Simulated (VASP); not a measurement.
BeTe:

```
Be Te
1.0
     6.95000    0.00000    0.00000
     0.00000    6.95000    0.00000
     0.00000    0.00000    4.00000
Be Te
4 4
Direct
  0.16400 0.16400 0.50000
  0.66400 0.33600 0.00000
  0.33600 0.66400 0.00000
  0.83600 0.83600 0.50000
  0.31000 0.31000 0.00000
  0.81000 0.19000 0.50000
  0.19000 0.81000 0.50000
  0.69000 0.69000 0.00000
```

The cell was built by a generator and needn't be a form met in nature.

- Program: VASP 6.6.1
- Task: relaxation of cell and atoms
- Functional: PBE
- Potentials or basis: VASP PAW PBE potentials, release 64 (Be, Te)
- Cutoff: 520 eV
- k mesh: 2 × 2 × 4
- Occupations: gaussian, width 0.15 eV
- Spin: no spin polarisation

At the start: pressure -0.4 GPa; volume 24.15 Å³/atom.

Problem. How do energy, volume and symmetry change on relaxing?

Solution. Over 4 steps the energy falls by 5.2 meV/atom and the volume is 23.90 Å³/atom (-1.1 %); space group P4_2/mnm (No. 136, to 0.05 Å).

The path:
```
step  energy change (eV)  largest force (eV/Å)  pressure (GPa)  volume (Å³)
   1              0.0000                0.3198           -0.39       193.21
   2             -0.0251                0.1984           -0.02       191.55
   3             -0.0356                0.0742            0.46       189.52
   4             -0.0413                0.0582           -0.04       191.18
```

Final structure:
```
Be Te
1.0
     6.87290    0.00000    0.00000
     0.00000    6.87290    0.00000
     0.00000    0.00000    4.04727
Be Te
4 4
Direct
  0.16844 0.16844 0.50000
  0.66844 0.33156 0.00000
  0.33156 0.66844 0.00000
  0.83156 0.83156 0.50000
  0.30844 0.30844 0.00000
  0.80844 0.19156 0.50000
  0.19156 0.80844 0.50000
  0.69156 0.69156 0.00000
```

Caveat: the k mesh is coarse (spacing up to 0.45 Å⁻¹), so the values aren't converged.
